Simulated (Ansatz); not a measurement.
P (P2/m), ideal shear of a crystal plane

Method: Ansatz 0.2.0, DFT r2SCAN, scalar-relativistic, plane waves, PAW. Cutoff 500 eV, Γ-centred 24×24×6 k-points, Gaussian smearing of 0.15 eV. No spin polarisation. Energies are free energies at this smearing, counted from the undisturbed cell; pressure is positive in compression.

Zero of the scan (relaxed at this level; with this scan's settings it stands at -0.3 GPa; this simple cubic form isn't the usual structure):

```xyz
4
Lattice="-2.4493 0.0000 -0.0054 0.0000 -2.4495 0.0000 -0.0196 0.0000 9.6478" Properties=species:S:1:pos:R:3 pbc="T T T"
P    -2.4664    0.0000    8.4383
P    -2.4566    0.0000    3.6144
P    -0.0024    0.0000    1.2041
P    -0.0123    0.0000    6.0280
```

The cut lies on the cell's a–b face, a (0 0 1) plane (indices in the standard cell, whose axes needn't be the Cartesian ones shown) of area 6.00 Å², between layers 2.41 Å apart. Vector c is tilted by f times 1·a + 0·b (length 2.449 Å) with the atoms' Cartesian places fixed: one unrelaxed fault a cell. The traction is dγ/du, the slope of γ against the slip u in Å.

```csv
f,γ (mJ/m²),traction (GPa)
0.0000,0,0.0
0.1000,94,7.6
0.2000,360,13.7
0.3000,735,16.2
0.4000,1103,12.1
0.5000,1261,-0.1
0.6000,1099,-12.1
0.7000,735,-16.0
0.8000,360,-13.8
0.9000,88,-7.9
```

Question: Read off the first barrier and the stress needed to climb it, and compare with Frenkel's sinusoid.

Answer: The first sampled maximum lies at f = 0.500, a slip of 1.22 Å, with γ ≈ 1261 mJ/m², which stands in for the unstable fault energy γ_us, and the steepest sampled slope before it is 16.2 GPa. A sinusoid γ = γ_us sin²(πu/λ) with its maximum there has λ = 2.45 Å and a largest slope πγ_us/λ = 16.2 GPa (1 mJ/m² per Å = 0.01 GPa).

Question: Is there a metastable fault on this line?

Answer: Apart from points where γ returns to about zero, no local minimum shows among the samples, so at this sampling the line offers no fault for a dislocation to split on; a fault can still lie off the line.

The cut is rigid; relaxing the faces lowers these energies and usually the stresses.

In a metal these slopes depend on the k mesh and the smearing.

Cost: 10 runs of about 5.6 core-minutes in all, on AMD EPYC 9R45 (Zen 5) (shared hosts).